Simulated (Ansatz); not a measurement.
# CsPbCl3 (model cell, started as cubic perovskite with Pb in the octahedra): a soft mode frozen in

Wanted: the energy along a soft mode of CsPbCl3 (model cell, started as cubic perovskite with Pb in the octahedra) and the structure at the end.

Method: DFT PBE, scalar-relativistic, plane waves, PAW; PAW set soft_1, in Ansatz 0.2.0.

### 1. The structure

Symmetry: Pm-3m, No. 221, cubic system. Conventional cell: a = 5.735 Å, b = 5.735 Å, c = 5.735 Å, α = 90.00°, β = 90.00°, γ = 90.00°. Nearest to Cs lie 12 Cl at 4.06 Å. Nearest to Pb lie 6 Cl at 2.87 Å. Nearest to Cl lie 2 Pb at 2.87 Å and 4 Cs at 4.06 Å. Farther neighbours and most contacts between anions are not listed.

Coordinates:

```cif
data_structure
_symmetry_space_group_name_H-M 'P 1'
_symmetry_Int_Tables_number 1
_cell_length_a 5.7354
_cell_length_b 5.7354
_cell_length_c 5.7354
_cell_angle_alpha 90.000
_cell_angle_beta 90.000
_cell_angle_gamma 90.000
_cell_volume 188.67
loop_
_atom_site_label
_atom_site_type_symbol
_atom_site_fract_x
_atom_site_fract_y
_atom_site_fract_z
_atom_site_occupancy
Cs1 Cs 0.00000 0.00000 0.00000 1
Pb2 Pb 0.50000 0.50000 0.50000 1
Cl3 Cl 0.50000 0.50000 0.00000 1
Cl4 Cl 0.50000 0.00000 0.50000 1
Cl5 Cl 0.00000 0.50000 0.50000 1
```

### 2. Response at finite wavevector

The cell comes from relaxations at this level that are not shown. Stability and thermal properties need the whole zone. Linear response on a 2×2×2 q mesh gives force constants as far as a supercell of that size would, and the tensors from the zone-centre run are typed in so that the long-range dipole term is interpolated apart.

input.yaml

```yaml
crystal:
  lattice:
    - [5.7354216158, 0.0, 0.0]
    - [0.0, 5.7354216158, 0.0]
    - [0.0, 0.0, 5.7354216158]
  atoms:
    - { symbol: Cs, position: [0.0, 0.0, 0.0] }
    - { symbol: Pb, position: [0.5, 0.5, 0.5] }
    - { symbol: Cl, position: [0.5, 0.5, 0.0] }
    - { symbol: Cl, position: [0.5, 0.0, 0.5] }
    - { symbol: Cl, position: [0.0, 0.5, 0.5] }
kpoints:
  mp_grid: { grid: [8, 8, 8] }
hamiltonian:
  xc: pbe
  pseudopotentials: { kind: paw, azcp: { folder: soft_1 } }
scf:
  occupations: { method: fixed }
output:
  eigenvalues: true
phonons:
  method: dfpt
  qmesh: [2, 2, 2]
  temperatures: { t_max: 1000, t_step: 50 }
  qpath:
    path:
      - [[0.0, 0.0, 0.0], [0.0, 0.5, 0.0], [0.5, 0.5, 0.0], [0.0, 0.0, 0.0], [0.5, 0.5, 0.5], [0.0, 0.5, 0.0]]
      - [[0.5, 0.5, 0.5], [0.5, 0.5, 0.0]]
    npoints: 10
  non_analytic_term:
    high_frequency_dielectric_tensor: [[3.6896, 0.0, 0.0], [0.0, 3.6896, 0.0], [0.0, 0.0, 3.6896]]
    born_effective_charges:
      - { species: Cs, tensor: [[1.3071, 0.0, 0.0], [0.0, 1.3071, 0.0], [0.0, 0.0, 1.3071]] }
      - { species: Pb, tensor: [[3.8629, 0.0, 0.0], [0.0, 3.8629, 0.0], [0.0, 0.0, 3.8629]] }
      - { species: Cl, tensor: [[-0.7444, 0.0, 0.0], [0.0, -0.7444, 0.0], [0.0, 0.0, -3.6812]] }
      - { species: Cl, tensor: [[-0.7444, 0.0, 0.0], [0.0, -3.6812, 0.0], [0.0, 0.0, -0.7444]] }
      - { species: Cl, tensor: [[-3.6812, 0.0, 0.0], [0.0, -0.7444, 0.0], [0.0, 0.0, -0.7444]] }
    source: "zone-centre run at this cell"
```

On the command line:

```sh
$ ansatz run input.yaml --threads 8 --pin off --max-ram 16384MiB --backend cpu --events-out ev --progress --plain --runs-dir out
```

Numbers of over 12 decimals in the logs are rounded to 6 here.

The log of the run:

```text
Engine: ansatz 0.2.0, aarch64-unknown-linux-gnu
Pseudopotentials: kind: paw
Pseudopotential: Cs, paw, valence charge 9, recommended cutoff 420 eV (normal), soft_1/Cs.paw.azcp
Pseudopotential: Pb, paw, valence charge 14, recommended cutoff 420 eV (normal), soft_1/Pb.paw.azcp
Pseudopotential: Cl, paw, valence charge 7, recommended cutoff 420 eV (normal), soft_1/Cl.paw.azcp
Functional definition: PBE
  parameter kappa = 0.804
  parameter beta = 0.066725
  exchange = pbe_x(kappa = kappa, mu = beta*pi^2/3)
  correlation = pbe_c(beta = beta)
Crystal: 5 atoms, lattice volume = 188.667 Å³
Basis set: ecut = 420 eV, 3743 PW (Γ), exchange–correlation on 80×80×80 points (8 copies of the dense FFT grid, shifted against one another)
Bands: 27, of which v1, the nominal top of the filled ones, is band 22 counted from 1 (21 counted from 0)
Symmetry: 48 space group operations
k-points: 35 of 512
Non-local potential: Cs, projectors of the file, l = 0: 3, l = 1: 2, l = 2: 2, l = 3: 2
Non-local potential: Pb, projectors of the file, l = 0: 2, l = 1: 2, l = 2: 2, l = 3: 1
Non-local potential: Cl, projectors of the file, l = 0: 2, l = 1: 2, l = 2: 1
PAW form: soft (Blöchl's): semilocal exchange-correlation on the pseudo side does not see the compensation charge
PAW one-centre angular grid: Cs, 194 points (default); XC on 64 Gauss nodes
PAW one-centre angular grid: Pb, 590 points (default); XC on 64 Gauss nodes
PAW one-centre angular grid: Cl, 110 points (default); XC on 64 Gauss nodes
Initial density: superposition of atomic densities (chi_scale 0.1, normalization cell, long waves kept (reshape's long-wave potential 0.01 eV rms))
Initial wavefunctions: pseudopotential atomic-orbital guess
Functional: x = pbe(κ = 0.804, μ = 0.219515), c = pbe(β = 0.066725)
SCF iter   1: F=—  HF=-20826.903782 eV  |F-HF|=—  |Δ(HF+E_count)|=         —  Δρ=2.21e-2  dr2=2.04e0  ethr=3.10e-3  ⟨swp⟩=5.0  Hψ=3973  notcnv=0  defer=68
preconditioner: auto → Resta (q_TF=auto, 2.141 Å⁻¹)  ε∞=2.9  [insulator: Δε(μ)=1.959 eV  Ē_g=12.604 eV  n_scr=26 (ndim 8)  ℏωp=17.5 eV  f_vac=0.021  ε∞_Penn≈2.9]
SCF iter   2: F=—  HF=-20826.227004 eV  |F-HF|=—  |Δ(HF+E_count)|=   6.77e-1  Δρ=1.10e-2  dr2=7.02e-1  ethr=3.10e-3  ⟨swp⟩=2.6  Hψ=1402  notcnv=0  defer=72
SCF iter   3: F=—  HF=-20825.913181 eV  |F-HF|=—  |Δ(HF+E_count)|=   3.14e-1  Δρ=3.28e-3  dr2=3.68e-2  ethr=1.59e-3  ⟨swp⟩=3.8  Hψ=2367  notcnv=0  defer=95
SCF iter   4: F=—  HF=-20825.904984 eV  |F-HF|=—  |Δ(HF+E_count)|=   8.20e-3  Δρ=1.20e-3  dr2=3.98e-3  ethr=8.37e-5  ⟨swp⟩=2.8  Hψ=1730  notcnv=0  defer=99
SCF iter   5: F=—  HF=-20825.905936 eV  |F-HF|=—  |Δ(HF+E_count)|=   9.53e-4  Δρ=2.16e-4  dr2=8.35e-5  ethr=9.06e-6  ⟨swp⟩=3.1  Hψ=1894  notcnv=0  defer=101
SCF iter   6: F=—  HF=-20825.906037 eV  |F-HF|=—  |Δ(HF+E_count)|=   1.01e-4  Δρ=4.75e-5  dr2=5.50e-6  ethr=1.90e-7  ⟨swp⟩=2.0  Hψ=1672  notcnv=0  defer=102
SCF iter   7: F=—  HF=-20825.906041 eV  |F-HF|=—  |Δ(HF+E_count)|=   4.25e-6  Δρ=1.21e-5  dr2=2.50e-7  ethr=1.25e-8  ⟨swp⟩=2.0  Hψ=1648  notcnv=0  defer=95
SCF iter   8: F=—  HF=-20825.906041 eV  |F-HF|=—  |Δ(HF+E_count)|=   7.20e-7  Δρ=2.53e-6  dr2=1.92e-8  ethr=5.68e-10  ⟨swp⟩=2.0  Hψ=1708  notcnv=0  defer=83
SCF iter   9: F=—  HF=-20825.906041 eV  |F-HF|=—  |Δ(HF+E_count)|=   6.34e-9  Δρ=3.31e-7  dr2=1.90e-10  ethr=4.37e-11  ⟨swp⟩=2.0  Hψ=1680  notcnv=0  defer=83
SCF iter  10: F=-20825.906041 eV  HF=-20825.906041 eV  |F-HF|=1.09e-11  |Δ(HF+E_count)|=  5.57e-10  Δρ=5.92e-8  dr2=6.47e-12  ethr=1.00e-12  ⟨swp⟩=14.2  Hψ=7359  notcnv=0
SCF 1 converged in 10 iterations: F = -20825.906041 eV  dr2 = 6.47e-12
  greatest PAW one-centre occupation: 0.983 electrons in one spin orbital (limit 2), on the Pb atom at site 1 (counted from 0), in its partial waves of l = 2
NSCF: frozen V_eff on 35 k-points
NSCF: frozen V_eff on 125 k-points
DFPT response loops at q = (0, 0, 0) (fractional): preconditioner auto → Resta (q_TF=auto, 2.141 Å⁻¹)  ε∞=5.2 (no band partly filled); β = 1.00, the filter's whole step (`scf.mixing.beta` (0.50) is not read by the response loops at its default; to damp them type it under 1.00, their step now; it binds the ground state too); Broyden in place of MSR1
NSCF: frozen V_eff on 250 k-points
DFPT response loops at q = (0, 0, -0.5) (fractional): mixed as the last ones told, above
NSCF: frozen V_eff on 250 k-points
DFPT response loops at q = (0, -0.5, -0.5) (fractional): mixed as the last ones told, above
NSCF: frozen V_eff on 250 k-points
DFPT response loops at q = (-0.5, -0.5, -0.5) (fractional): mixed as the last ones told, above
SCF converged after 10 iterations
Free energy (F): -20825.906041 eV
Harris-Foulkes:  -20825.906041 eV  (|F-HF|=1.09e-11)
Internal energy: -20825.906041 eV  (E = F + TS)
E sigma→0 (E₀):  -20825.906041 eV
Fermi energy:    3.143471 eV
--- Per-component energies (eV) ---
  E_band       = -257.857613
  E_kinetic    = 892.072936
  E_local      = -2687.966094  (includes V_loc(G=0)·N_el)
  E_nonlocal   = 421.484626
  E_hartree    = 1011.125658
  E_xc         = -709.459765
  E_vxc        = -626.651097  (∫ρ·V_xc dr)
  E_paw        = -17427.089374  (= ΣΔE_a)
  E_vpaw       = -279.049516  (= ΣTr[D̂ρ^β])
  E_aug_tail   = 0.000319  (compensation charges beyond the density's cutoff)
  E_ewald      = -2326.074348
  E_smearing   = -0.000000  (= −TS)
  E_closure    = 0.000000  (closes the sum)
  Σ components = -20825.906041   (vs F -20825.906041, Δ=0.00e0)
--- Band table (eV; the first three rows and the last of 35) ---
  k-point 0: bands = [... 18 lower, 1.0305, 1.1073, 1.1073, 1.1073, 6.8208, 7.8958, 7.8958, 8.7736, ... 1 higher]
  k-point 1: bands = [... 18 lower, 1.0177, 1.0940, 1.0940, 1.1024, 6.9546, 7.9847, 7.9960, 8.7417, ... 1 higher]
  k-point 2: bands = [... 18 lower, 0.9848, 1.0637, 1.0637, 1.1538, 7.2311, 7.9039, 8.2592, 8.3225, ... 1 higher]
  k-point 34: bands = [... 18 lower, 1.4047, 1.4047, 1.4047, 3.1435, 5.3627, 5.3627, 5.3627, 8.5749, ... 1 higher]
--- Phonons (Γ-DFPT): 4 representative perturbations + reference (Σ response iterations 15) ---
  ASR residual: 5.794e-5 → 0.000e0 eV/Å²; symmetrization residual: 3.453e-5 eV/Å²
  ASR residual per site (eV/Å²): 5.79e-5 3.43e-5 4.58e-5 4.58e-5 4.58e-5
  Γ frequencies (cm⁻¹): -10.11 -10.11 -10.11 0.00 0.00 0.00 30.78 30.78 30.78 56.73 56.73 56.73 111.45 111.45 111.45
--- Phonons (arbitrary-q DFPT): 4 irreducible q on the 2×2×2 mesh ---
  q = [0.0000, 0.0000, 0.0000] (star 1, of the zone-centre solve; hermiticity 4.04e-5, symmetrization 1.20e-11): -10.11 -10.11 -10.11 -0.00 0.00 0.00 30.78 30.78 30.78 56.73 56.73 56.73 111.45 111.45 111.45
  q = [0.0000, 0.0000, -0.5000] (star 3, 9 solved perturbations in 975 linear systems a pass and spin channel, the states on 125 of 512 k-point pairs; hermiticity 5.17e-6, symmetrization 3.52e-8): 5.23 5.23 17.32 17.32 39.06 41.02 47.62 47.62 49.58 49.58 53.23 107.55 111.12 111.12 230.76
  q = [0.0000, -0.5000, -0.5000] (star 3, 9 solved perturbations in 975 linear systems a pass and spin channel, the states on 125 of 512 k-point pairs; hermiticity 4.47e-6, symmetrization 1.17e-7): -43.24 -5.82 -5.82 12.79 37.09 46.47 46.47 47.03 47.03 90.90 97.29 97.29 110.76 197.80 240.99
  q = [-0.5000, -0.5000, -0.5000] (star 1, 4 solved perturbations in 350 linear systems a pass and spin channel, the states on 125 of 512 k-point pairs; hermiticity 5.17e-7, symmetrization 4.10e-9): -43.75 -43.75 -43.75 11.83 11.83 11.83 84.02 84.02 84.02 91.70 91.70 91.70 197.48 197.48 247.99
  sum rule: each row above includes the acoustic sum rule's correction from the zone centre's row sums; it moved no ω² by more than (0.59 cm⁻¹)²
  mesh force constants: q→R imaginary residual 7.73e-18; ASR residual 5.794e-5 → 0.000e0 eV/Å²; symmetrization residual 2.665e-15 eV/Å²
  interpolated dispersion: 63 rows × 15 modes
  density of states and harmonic sums: on the 12×12×12 q-mesh, interpolated from the force constants of a 2×2×2 supercell (with the dipole–dipole term of supplied tensors)
  largest difference from the sums on the solved wave vectors: F 7.33e-2 eV, S 1.03e-4 and C_V 2.95e-5 eV/K
  zero-point energy: 0.062521 eV/cell   skipped modes (ω ≤ 0): 170, of them read as no rigid motion or as one in doubt: 167 (1.906e0 modes/cell left out, lowest -43.75 cm⁻¹)   left out of the sums: 1.27e-1 of the cell's modes: C_V's classical limit lies that fraction below 3 k_B per atom; for a crystal, a wire or a layer, F and S can be off by more, and a phonons.interpolated_qmesh denser along its periods is the remedy for the sampling
```

It took 3.3 min on 8 threads of Arm Neoverse V1, shared host; peak memory 2 GiB; 26 min of CPU time.

The column dr2 measures how far the density is from self-consistency, as an energy; F and HF (Harris–Foulkes) agree once it is small.

This step gave:

```
gap on the k-mesh                                       : 2.219 eV
volume per atom                                         : 37.73 Å³
sum-rule residual before enforcement                    : 5.79e-5 eV/Å²
lowest frequency on the path                            : -43.75 cm⁻¹
point group                                             : m-3m
highest frequency on the path or at a solved wavevector : 248 cm⁻¹
highest optical mode at the zone centre (no LO-TO term) : 111.5 cm⁻¹
lowest optical zone-centre mode                         : -10.11 cm⁻¹
lowest mode on the q mesh (acoustic modes at Γ apart)   : -43.75 cm⁻¹
```

Frequencies (cm⁻¹) solved at each irreducible wavevector; negative means imaginary. Frequencies by wavevector, by row:

| q in reciprocal lattice units | star | mode 1 | mode 2 | mode 3 | mode 4 | mode 13 | mode 14 | mode 15 |
| --- | --- | --- | --- | --- | --- | --- | --- | --- |
| 0 0 0 | 1 | -10.1 | -10.1 | -10.1 | 0 | 111.5 | 111.5 | 111.5 |
| 0 0 -0.5 | 3 | 5.2 | 5.2 | 17.3 | 17.3 | 111.1 | 111.1 | 230.8 |
| 0 -0.5 -0.5 | 3 | -43.2 | -5.8 | -5.8 | 12.8 | 110.8 | 197.8 | 241 |
| -0.5 -0.5 -0.5 | 1 | -43.8 | -43.8 | -43.8 | 11.8 | 197.5 | 197.5 | 248 |

Interpolated from a 2×2×2 q mesh, with the LO-TO term (at Γ the limit along the path; where Γ stands inside the path, tables give the limit on arrival). Phonon branches along the path, in cm⁻¹:

| point | branch 1 | branch 2 | branch 3 | branch 4 | branch 12 | branch 13 | branch 14 | branch 15 |
| --- | --- | --- | --- | --- | --- | --- | --- | --- |
| Γ | -10 | -10 | 0 | 0 | 64 | 112 | 112 | 215 |
| halfway | -6 | -6 | 14 | 14 | 88 | 111 | 111 | 222 |
| X | 5 | 5 | 17 | 17 | 108 | 111 | 111 | 231 |
| halfway | -28 | 7 | 10 | 21 | 104 | 111 | 166 | 232 |
| M | -43 | -6 | -6 | 13 | 97 | 111 | 198 | 241 |
| halfway | -17 | 6 | 12 | 22 | 89 | 111 | 154 | 220 |
| Γ | -10 | -10 | 0 | 0 | 64 | 112 | 112 | 215 |
| halfway | -20 | -13 | -13 | 17 | 89 | 156 | 156 | 219 |
| R | -44 | -44 | -44 | 12 | 92 | 198 | 198 | 248 |
| halfway | -31 | -26 | -12 | 12 | 101 | 158 | 172 | 234 |
| X | 5 | 5 | 17 | 17 | 108 | 111 | 111 | 231 |
| jump to R | -44 | -44 | -44 | 12 | 92 | 198 | 198 | 248 |
| halfway | -44 | -29 | -29 | 13 | 96 | 164 | 198 | 242 |
| M | -43 | -6 | -6 | 13 | 97 | 111 | 198 | 241 |

Symmetry leaves 4 wavevectors to solve. The lowest mode among them, the acoustic zeros apart, lies at q = (-0.5, -0.5, -0.5) and is imaginary, 43.8i cm⁻¹, so the energy falls along it.

### 3. The mode frozen in, largest atomic shift 0 Å

The mode followed lies at q = (-0.5, -0.5, -0.5) with frequency 43.7i cm⁻¹ and is 3-fold degenerate, the softest among the wavevectors solved. At small amplitude the distorted cell has space group no. 167 by a symmetry search on the positions. The undistorted cell that holds it gives the zero of energy on the same k mesh.

System of this step: CsPbCl3 (model cell, started as cubic perovskite with Pb in the octahedra). It takes space group Pm-3m (No. 221, cubic). The conventional cell has a = 5.735 Å, b = 5.735 Å, c = 5.735 Å, α = 90.00°, β = 90.00°, γ = 90.00°. Nearest to Cs lie 12 Cl at 4.06 Å. Pb has 6 Cl at 2.87 Å nearest. Cl has 2 Pb at 2.87 Å and 4 Cs at 4.06 Å nearest. Farther neighbours and most contacts between anions are not listed.

input.yaml

```yaml
crystal:
  lattice:
    - [5.7354216158, 5.7354216158, 0.0]
    - [5.7354216158, 0.0, 5.7354216158]
    - [5.7354216158, 0.0, -5.7354216158]
  atoms:
    - { symbol: Cs, position: [0.0, 0.0, 0.0] }
    - { symbol: Cs, position: [0.0, 0.5, 0.5] }
    - { symbol: Pb, position: [0.5, 0.25, 0.75] }
    - { symbol: Pb, position: [0.5, 0.75, 0.25] }
    - { symbol: Cl, position: [0.5, 0.0, 0.0] }
    - { symbol: Cl, position: [0.5, 0.5, 0.5] }
    - { symbol: Cl, position: [0.0, 0.5, 0.0] }
    - { symbol: Cl, position: [0.0, 0.0, 0.5] }
    - { symbol: Cl, position: [0.5, 0.0, 0.5] }
    - { symbol: Cl, position: [0.5, 0.5, 0.0] }
kpoints:
  mp_grid: { grid: [6, 6, 6] }
hamiltonian:
  xc: pbe
  pseudopotentials: { kind: paw, azcp: { folder: soft_1 } }
scf:
  occupations: { method: gaussian, width: 0.02 }
output:
  forces: true
  stress: true
  eigenvalues: true
```

The log of the run:

```text
[...]
Crystal: 10 atoms, lattice volume = 377.334 Å³
Basis set: ecut = 420 eV, 7391 PW (Γ), exchange–correlation on 120×120×120 points (8 copies of the dense FFT grid, shifted against one another)
Bands: 54, of which v1, the nominal top of the filled ones, is band 44 counted from 1 (43 counted from 0)
Symmetry: 96 space group operations
[...]
k-points: 16 of 216
[...]
k-point 0: bands = [... 40 lower, 1.4046, 1.4046, 1.4046, 3.1434, 5.3627, 5.3627, 5.3627, 6.8207, ... 4 higher]
  k-point 1: bands = [... 40 lower, 1.3531, 1.3531, 1.3776, 2.7754, 5.6317, 5.6317, 5.7329, 6.9968, ... 4 higher]
  k-point 2: bands = [... 40 lower, 1.2647, 1.2647, 1.3053, 2.0460, 6.3111, 6.3111, 6.4888, 7.3853, ... 4 higher]
  k-point 15: bands = [... 40 lower, 1.1397, 1.3224, 1.7897, 2.1044, 5.9724, 6.1852, 6.6352, 7.9312, ... 4 higher]
[key lines of the parts left out:]
SCF converged after 8 iterations
Free energy (F): -41651.812250 eV
Fermi energy:    4.252957 eV
P = ⅓ Tr σ = -0.0033 GPa (-0.033 kbar)
```

It took 3.8 s on 8 threads; peak memory 1.3 GiB.

This step gave:

```yaml
pressure: -0.003321 GPa
energy_from_the_undistorted_cell: 0 meV/atom
```

At this level the gap is 2.22 eV on the k-mesh of the self-consistent run, which can miss the band edges.

### 4. The mode frozen in, largest atomic shift 0.45 Å

The atoms are moved along the unstable eigenvector, the largest shift by 0.45 Å, with the cell fixed.

input.yaml, the sections that differ from step 3:

```yaml
crystal:
  lattice:
    - [5.7354216158, 5.7354216158, 0.0]
    - [5.7354216158, 0.0, 5.7354216158]
    - [5.7354216158, 0.0, -5.7354216158]
  atoms:
    - { symbol: Cs, position: [0.0, 0.0, 0.0] }
    - { symbol: Cs, position: [0.0, 0.5, 0.5] }
    - { symbol: Pb, position: [0.5, 0.25, 0.75] }
    - { symbol: Pb, position: [0.5, 0.75, 0.25] }
    - { symbol: Cl, position: [0.5554794526, 0.0, 0.0] }
    - { symbol: Cl, position: [0.4445205474, 0.5, 0.5] }
    - { symbol: Cl, position: [0.0, 0.4445205474, 0.0] }
    - { symbol: Cl, position: [0.0, 0.0554794526, 0.5] }
    - { symbol: Cl, position: [0.5554794526, -0.0554794526, 0.5] }
    - { symbol: Cl, position: [0.4445205474, 0.5554794526, 0.0] }
# kpoints, hamiltonian, scf, output: as in step 3
```

The log of the run:

```text
[...]
Crystal: 10 atoms, lattice volume = 377.334 Å³
Basis set: ecut = 420 eV, 7391 PW (Γ), exchange–correlation on 120×120×120 points (8 copies of the dense FFT grid, shifted against one another)
Bands: 54, of which v1, the nominal top of the filled ones, is band 44 counted from 1 (43 counted from 0)
Symmetry: 12 space group operations
[...]
k-points: 32 of 216
[...]
k-point 0: bands = [... 40 lower, 1.2961, 1.2961, 1.3199, 2.8214, 5.3078, 5.3078, 5.3279, 6.9799, ... 4 higher]
  k-point 1: bands = [... 40 lower, 1.2515, 1.2515, 1.3203, 2.5362, 5.5481, 5.5481, 5.6253, 7.1350, ... 4 higher]
  k-point 2: bands = [... 40 lower, 1.1762, 1.1762, 1.3302, 1.9539, 6.1646, 6.1646, 6.2753, 7.3481, ... 4 higher]
  k-point 31: bands = [... 40 lower, 1.1764, 1.1764, 1.6554, 1.6554, 6.0435, 6.0435, 7.0126, 7.0126, ... 4 higher]
[key lines of the parts left out:]
SCF converged after 8 iterations
Free energy (F): -41651.895537 eV
Fermi energy:    4.064552 eV
P = ⅓ Tr σ = -0.3278 GPa (-3.278 kbar)
```

Wall time 7.3 s (8 threads); peak memory 1.5 GiB.

Numbers from this step:

```yaml
pressure: -0.3278 GPa
gap_on_the_k_mesh: 2.486 eV
energy_from_the_undistorted_cell: -8.329 meV/atom
```

The energy, extrapolated to zero smearing, is -8.33 meV/atom against the undistorted cell.

The run ends at a pressure of -0.33 GPa, with forces up to 0.011 eV/Å.

### 5. Energy along the mode, all amplitudes (two of the runs are shown above)

An imaginary frequency means negative curvature, so the energy should fall and then rise again as anharmonic terms take over.

This step gave:

- depth at the lowest point sampled: 8.329 meV/atom
- largest atomic shift at that point: 0.45 Å

Energy from the parent against largest atomic shift:

| largest atomic shift (Å) | energy from the parent (meV/atom) |
| --- | --- |
| 0.000 | 0 |
| 0.040 | -0.119 |
| 0.080 | -0.472 |
| 0.140 | -1.40 |
| 0.220 | -3.23 |
| 0.320 | -5.92 |
| 0.450 | -8.33 |
| 0.600 | -5.24 |

Displacement at unit largest shift by atom:

| atom | x (Å) | y (Å) | z (Å) | size |
| --- | --- | --- | --- | --- |
| Cs1 | 0.000 | 0.000 | 0.000 | 0.000 |
| Cs2 | 0.000 | 0.000 | 0.000 | 0.000 |
| Pb3 | 0.000 | 0.000 | 0.000 | 0.000 |
| Pb4 | 0.000 | 0.000 | 0.000 | 0.000 |
| Cl5 | 0.707 | 0.707 | 0.000 | 1.000 |
| Cl6 | -0.707 | -0.707 | 0.000 | 1.000 |
| Cl7 | -0.707 | 0.000 | -0.707 | 1.000 |
| Cl8 | 0.707 | 0.000 | 0.707 | 1.000 |
| Cl9 | 0.000 | 0.707 | -0.707 | 1.000 |
| Cl10 | 0.000 | -0.707 | 0.707 | 1.000 |

The lowest of the steps tried is at 0.45 Å, 8.33 meV/atom below the parent; the bottom of the well need not coincide with a step.

(Part 1 of 3 ends here.)

[Logs are printed without paths, hosts, clocks, repeated set-up lines and the standing remarks that a program may print on its own settings, such as how far it seeks lower states.]

[Hosts, paths, dates, database ids (printed as entryN), source tags and the programs' standing remarks are cut or masked in the printed files.]
